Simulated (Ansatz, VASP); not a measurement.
# Rh in VASP and in Ansatz

```
Rh
1.0
     2.69174    0.00000    0.00000
    -1.34587    2.33112    0.00000
     0.00000    0.00000    8.79807
Rh
4
Direct
  0.66667 0.33333 0.75000
  0.00000 0.00000 0.50000
  0.33333 0.66667 0.25000
  0.00000 0.00000 0.00000
```

This isn't the form of Rh at room conditions, which is fcc.

Alike in both runs: task single point; functional PBEsol; k mesh 11 × 11 × 3; occupations fermi-dirac, width 0.05 eV; no spin polarisation.

|  | VASP | Ansatz |
| --- | --- | --- |
| version | VASP 6.6.1 | Ansatz 0.2.0 |
| potentials or method | VASP PAW PBE potentials, release 64 (Rh_pv) | Ansatz PAW |
| plane-wave cutoff (eV) | 520 | 420 |
| valence electrons in the cell | 60 | 68 |

VASP gave:

- gap on the k mesh at the Fermi level (eV): none
- pressure (GPa): -5.6
- largest component of the traceless stress (GPa): 1.13

Estimate Ansatz's values.

gap on the k mesh at the Fermi level (eV): none; pressure (GPa): -5.5; largest component of the traceless stress (GPa): 1.13.

A gap of «none» marks a metal or a gap that the smearing closes. The functional is the same, so the differences come from potentials, cutoffs and numerics. The two sets of potentials don't hold the same shells in valence.

Caveats: the PAW data sets were made with another functional, which shifts forces and pressure a little (VASP); the PAW data sets come from PBE, with cores solved anew for the run's functional, which leaves a small shift of forces and pressure (Ansatz).
